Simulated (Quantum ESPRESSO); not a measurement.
# HfB2 (P6/mmm) in Quantum ESPRESSO: convergence with k mesh

Aim: find how far k mesh must go before the results for HfB2 settle, at PBE. This setting moves, with any that are tied to it; all else stays.

Program: Quantum ESPRESSO 7.5. These are calculated values, not measurements. Logs are shortened: lines on timing, memory, paths and dates and some standing lists are left out, and cuts for length are marked.

## (1) The crystal as given

It takes space group P6/mmm (No. 191, hexagonal). The conventional cell has a = 3.140 Å, b = 3.140 Å, c = 3.480 Å, α = 90.00°, β = 90.00°, γ = 120.00°. Hf (site symmetry 6/mmm) has 12 B at 2.51 Å as nearest neighbours. B (site symmetry -6m2) is surrounded by 3 B at 1.81 Å.

## (2) With k mesh 2 × 2 × 1

File pw.in:

```
&CONTROL
  calculation = 'scf'
  prefix = 'pwscf'
  outdir = './tmp'
  pseudo_dir = './pseudo'
  tprnfor = .true.
  tstress = .true.
  disk_io = 'nowf'
/
&SYSTEM
  ibrav = 0
  nat = 3
  ntyp = 2
  ecutwfc = 76
  nbnd = 15
  occupations = 'smearing'
  smearing = 'fd'
  degauss = 0.00734986
/
&ELECTRONS
  conv_thr = 6d-10
  electron_maxstep = 120
  mixing_beta = 0.5
/
ATOMIC_SPECIES
Hf   178.4900 Hf.upf
B     10.8100 B.upf
CELL_PARAMETERS angstrom
   3.1400000000    0.0000000000    0.0000000000
  -1.5700000000    2.7193197679    0.0000000000
   0.0000000000    0.0000000000    3.4800000000
ATOMIC_POSITIONS crystal
Hf     0.0000000000    0.0000000000    0.0000000000
B      0.6666666667    0.3333333333    0.5000000000
B      0.3333333333    0.6666666667    0.5000000000
K_POINTS automatic
2 2 1 0 0 0
```

Potentials or basis: PseudoDojo 0.4.1 SR PBE standard.

Started as:

```sh
$ OMP_NUM_THREADS=1 pw.x -in pw.in > pw.out
```

Run time: 1.6 s. Hardware: 1 thread of Arm Neoverse V2, shared host; peak memory 0.05 GiB.

What came out:

- Free energy: -1697.5641 eV
- Pressure: -10.7 GPa
- Band gap on the k mesh: 4.79 eV, direct

## (3) With k mesh 3 × 3 × 2

Edit pw.in of step 2 so:

```diff
@@ -36,2 +36,2 @@
 K_POINTS automatic
-2 2 1 0 0 0
+3 3 2 0 0 0
```

Potentials or basis: PseudoDojo 0.4.1 SR PBE standard.

Started as:

```sh
$ OMP_NUM_THREADS=1 pw.x -in pw.in > pw.out
```

It took 3.3 s on 1 thread of Arm Neoverse V2, shared host; peak memory 0.05 GiB.

What came out:

```
Free energy            : -1698.2136 eV
Pressure               : 0.8 GPa
Band gap on the k mesh : none (metal or under the smearing width)
```

## (4) With k mesh 4 × 4 × 4

Edit pw.in of step 3 so:

```diff
@@ -36,2 +36,2 @@
 K_POINTS automatic
-3 3 2 0 0 0
+4 4 4 0 0 0
```

Started as:

```sh
$ OMP_NUM_THREADS=1 pw.x -in pw.in > pw.out
```

It took 5.8 s on 1 thread of Arm Neoverse V2, shared host; peak memory 0.05 GiB.

What came out:

- Free energy: -1698.1363 eV
- Pressure: 1.7 GPa
- Band gap on the k mesh: none (metal or under the smearing width)

## (5) With k mesh 6 × 6 × 5

Edit pw.in of step 4 so:

```diff
@@ -36,2 +36,2 @@
 K_POINTS automatic
-4 4 4 0 0 0
+6 6 5 0 0 0
```

Started as:

```sh
$ OMP_NUM_THREADS=1 pw.x -in pw.in > pw.out
```

Run time: 11 s. Hardware: 1 thread of Arm Neoverse V2, shared host; peak memory 0.06 GiB.

Results:

* Free energy: -1698.1125 eV
* Pressure: 1.9 GPa
* Band gap on the k mesh: none (metal or under the smearing width)

## (6) With k mesh 8 × 8 × 6

Edit pw.in of step 5 so:

```diff
@@ -36,2 +36,2 @@
 K_POINTS automatic
-6 6 5 0 0 0
+8 8 6 0 0 0
```

Potentials or basis: PseudoDojo 0.4.1 SR PBE standard.

Started as:

```sh
$ OMP_NUM_THREADS=1 pw.x -in pw.in > pw.out
```

Wall time 18 s (1 thread of Arm Neoverse V2, shared host); peak memory 0.07 GiB.

It converged, with:

* Free energy: -1698.1561 eV
* Pressure: 1.7 GPa
* Band gap on the k mesh: none (metal or under the smearing width)

## (7) With k mesh 9 × 9 × 7

Edit pw.in of step 6 so:

```diff
@@ -36,2 +36,2 @@
 K_POINTS automatic
-8 8 6 0 0 0
+9 9 7 0 0 0
```

Started as:

```sh
$ OMP_NUM_THREADS=1 pw.x -in pw.in > pw.out
```

Run time: 22 s. Hardware: 1 thread of Arm Neoverse V2, shared host; peak memory 0.07 GiB.

Results (log left out):

- Free energy: -1698.1485 eV
- Pressure: 1.8 GPa
- Band gap on the k mesh: none (metal or under the smearing width)

## (8) With k mesh 10 × 10 × 8

Edit pw.in of step 7 so:

```diff
@@ -36,2 +36,2 @@
 K_POINTS automatic
-9 9 7 0 0 0
+10 10 8 0 0 0
```

Started as:

```sh
$ OMP_NUM_THREADS=1 pw.x -in pw.in > pw.out
```

It took 35 s on 1 thread of Arm Neoverse V2, shared host; peak memory 0.08 GiB.

Results (log left out):

* Free energy: -1698.1567 eV
* Pressure: 1.7 GPa
* Band gap on the k mesh: none (metal or under the smearing width)

## (9) With k mesh 12 × 12 × 10

Edit pw.in of step 8 so:

```diff
@@ -36,2 +36,2 @@
 K_POINTS automatic
-10 10 8 0 0 0
+12 12 10 0 0 0
```

Potentials or basis: PseudoDojo 0.4.1 SR PBE standard.

Started as:

```sh
$ OMP_NUM_THREADS=1 pw.x -in pw.in > pw.out
```

Run time: 57 s. Hardware: 1 thread of Arm Neoverse V2, shared host; peak memory 0.11 GiB.

It converged, with:

| Quantity | Value |
| --- | --- |
| Free energy | -1698.1605 eV |
| Pressure | 1.7 GPa |
| Band gap on the k mesh | none (metal or under the smearing width) |

## (10) With k mesh 14 × 14 × 11

Edit pw.in of step 9 so:

```diff
@@ -36,2 +36,2 @@
 K_POINTS automatic
-12 12 10 0 0 0
+14 14 11 0 0 0
```

Potentials or basis: PseudoDojo 0.4.1 SR PBE standard.

Started as:

```sh
$ OMP_NUM_THREADS=1 pw.x -in pw.in > pw.out
```

pw.out:

```text
This program is part of the open-source Quantum ESPRESSO suite
     for quantum simulation of materials; please cite
[... 9 lines left out ...]
     --------------------
     sticks:   dense  smooth     PW     G-vecs:    dense   smooth      PW
     Sum         745     745    211                17977    17977    2893

     Using Slab Decomposition

     bravais-lattice index     =            0
     lattice parameter (alat)  =       5.9337  a.u.
     unit-cell volume          =     200.5237 (a.u.)^3
     number of atoms/cell      =            3
     number of atomic types    =            2
     number of electrons       =        18.00
     number of Kohn-Sham states=           15
     kinetic-energy cutoff     =      76.0000  Ry
     charge density cutoff     =     304.0000  Ry
     scf convergence threshold =      6.0E-10
     mixing beta               =       0.5000
     number of iterations used =            8  plain     mixing
     Exchange-correlation= PBE
                           (   1   4   3   4   0   0   0)

     celldm(1)=   5.933740  celldm(2)=   0.000000  celldm(3)=   0.000000
     celldm(4)=   0.000000  celldm(5)=   0.000000  celldm(6)=   0.000000

     crystal axes: (cart. coord. in units of alat)
               a(1) = (   1.000000   0.000000   0.000000 )
               a(2) = (  -0.500000   0.866025   0.000000 )
               a(3) = (   0.000000   0.000000   1.108280 )

     reciprocal axes: (cart. coord. in units 2 pi/alat)
               b(1) = (  1.000000  0.577350 -0.000000 )
               b(2) = (  0.000000  1.154701  0.000000 )
               b(3) = (  0.000000 -0.000000  0.902299 )

     PseudoPot. # 1 for Hf read from file:
     Hf.upf
     Pseudo is Norm-conserving + core correction, Zval = 12.0
     Generated using ONCVPSP code by D. R. Hamann
     Using radial grid of 1656 points,  8 beta functions with:
                l(1) =   0
                l(2) =   0
                l(3) =   1
                l(4) =   1
                l(5) =   2
                l(6) =   2
                l(7) =   3
                l(8) =   3

     PseudoPot. # 2 for B  read from file:
     B.upf
     Pseudo is Norm-conserving + core correction, Zval =  3.0
     Generated using ONCVPSP code by D. R. Hamann
     Using radial grid of 1534 points,  4 beta functions with:
                l(1) =   0
                l(2) =   0
                l(3) =   1
                l(4) =   1

     atomic species   valence    mass     pseudopotential
     Hf               12.00   178.49000     Hf( 1.00)
     B                 3.00    10.81000     B ( 1.00)

     24 Sym. Ops., with inversion, found

   Cartesian axes

     site n.     atom                  positions (alat units)
         1        Hf     tau(   1) = (   0.0000000   0.0000000   0.0000000  )
         2        B      tau(   2) = (   0.5000000   0.2886751   0.5541401  )
         3        B      tau(   3) = (  -0.0000000   0.5773503   0.5541401  )

     number of k points=   144  Fermi-Dirac smearing, width (Ry)=  0.0073

     Number of k-points >= 100: set verbosity='high' to print them.

     Dense  grid:    17977 G-vectors     FFT dimensions: (  36,  36,  40)

     Initial potential from superposition of free atoms

     starting charge      17.9977, renormalised to      18.0000
     Starting wfcs are   18 randomized atomic wfcs

     Self-consistent Calculation

     iteration #  1     ecut=    76.00 Ry     beta= 0.50
     Davidson diagonalization with overlap
     ethr =  1.00E-02,  avg # of iterations =  2.7

     total energy              =    -124.73579354 Ry
     estimated scf accuracy    <       0.26286516 Ry

     iteration #  2     ecut=    76.00 Ry     beta= 0.50
     Davidson diagonalization with overlap
     ethr =  1.46E-03,  avg # of iterations =  2.1

     total energy              =    -124.80818730 Ry
     estimated scf accuracy    <       0.01844087 Ry

     iteration #  3     ecut=    76.00 Ry     beta= 0.50
     Davidson diagonalization with overlap
     ethr =  1.02E-04,  avg # of iterations =  3.6

     total energy              =    -124.81214950 Ry
     estimated scf accuracy    <       0.00073899 Ry

     iteration #  4     ecut=    76.00 Ry     beta= 0.50
     Davidson diagonalization with overlap
     c_bands:  1 eigenvalues not converged
     ethr =  4.11E-06,  avg # of iterations =  6.1

     total energy              =    -124.81230714 Ry
     estimated scf accuracy    <       0.00005364 Ry

     iteration #  5     ecut=    76.00 Ry     beta= 0.50
     Davidson diagonalization with overlap
     ethr =  2.98E-07,  avg # of iterations =  2.5

     total energy              =    -124.81231815 Ry
     estimated scf accuracy    <       0.00000619 Ry

     iteration #  6     ecut=    76.00 Ry     beta= 0.50
     Davidson diagonalization with overlap
     ethr =  3.44E-08,  avg # of iterations =  2.0

     total energy              =    -124.81231969 Ry
     estimated scf accuracy    <       0.00000016 Ry

     iteration #  7     ecut=    76.00 Ry     beta= 0.50
     Davidson diagonalization with overlap
     ethr =  8.78E-10,  avg # of iterations =  3.5

     total energy              =    -124.81231976 Ry
     estimated scf accuracy    <          3.0E-09 Ry

     iteration #  8     ecut=    76.00 Ry     beta= 0.50
     Davidson diagonalization with overlap
     ethr =  1.69E-11,  avg # of iterations =  3.5

     End of self-consistent calculation

     Number of k-points >= 100: set verbosity='high' to print the bands.

     the Fermi energy is    16.5647 ev

!    total energy              =    -124.81231977 Ry
     estimated scf accuracy    <          5.9E-10 Ry
     smearing contrib. (-TS)   =      -0.00063132 Ry
     internal energy E=F+TS    =    -124.81168845 Ry

     The total energy is F=E-TS. E is the sum of the following terms:
     one-electron contribution =      -6.42018321 Ry
     hartree contribution      =      12.98215338 Ry
     xc contribution           =     -33.67381923 Ry
     ewald contribution        =     -97.69983939 Ry

     convergence has been achieved in   8 iterations

     Forces acting on atoms (cartesian axes, Ry/au):

     atom    1 type  1   force =    -0.00000000    0.00000000    0.00000000
     atom    2 type  2   force =     0.00000000    0.00000000   -0.00000000
     atom    3 type  2   force =     0.00000000    0.00000000    0.00000000

     Total force =     0.000000     Total SCF correction =     0.000000

     Computing stress (Cartesian axis) and pressure

          total   stress  (Ry/bohr**3)                   (kbar)     P=       16.91
   0.00010518   0.00000000   0.00000000           15.47        0.00        0.00
  -0.00000000   0.00010518   0.00000000           -0.00       15.47        0.00
  -0.00000000  -0.00000000   0.00013448           -0.00       -0.00       19.78

=------------------------------------------------------------------------------=
   JOB DONE.
=------------------------------------------------------------------------------=
```

It took 64 s on 1 thread of Arm Neoverse V2, shared host; peak memory 0.12 GiB.

Results:

- Free energy: -1698.1581 eV
- Pressure: 1.7 GPa
- Band gap on the k mesh: none (metal or under the smearing width)

## (11) Result

```
      k mesh  energy less the tightest run, at zero smearing (meV/atom)  pressure (GPa)  gap on the mesh (eV)  SCF cycles  CPU time (s)  peak memory (GiB)
   2 × 2 × 1                                                     196.58          -10.71                 4.791           9           1.6               0.05
   3 × 3 × 2                                                     -17.19            0.81                 0.000           8           3.3               0.05
   4 × 4 × 4                                                       8.45            1.70                 0.000           8           5.8               0.05
   6 × 6 × 5                                                      16.67            1.92                 0.000           9            11               0.06
   8 × 8 × 6                                                       0.79            1.69                 0.000           8            18               0.07
   9 × 9 × 7                                                       3.90            1.76                 0.000           8            22               0.07
 10 × 10 × 8                                                       0.65            1.71                 0.000           9            35               0.08
12 × 12 × 10                                                      -0.80            1.68                 0.000           9            57               0.11
14 × 14 × 11                                                       0.00            1.69                 0.000           8            64               0.12
```

Against the tightest run, the energy stays within 1 meV/atom from 10 × 10 × 8 on; the pressure stays within 0.1 GPa from 8 × 8 × 6 on; the gap on the mesh stays within 0.01 eV from 3 × 3 × 2 on. Meshes of other sizes hit other points, so gaps and Fermi surfaces needn't settle smoothly. The tightest run that finished is the yardstick and may itself not be fully converged.
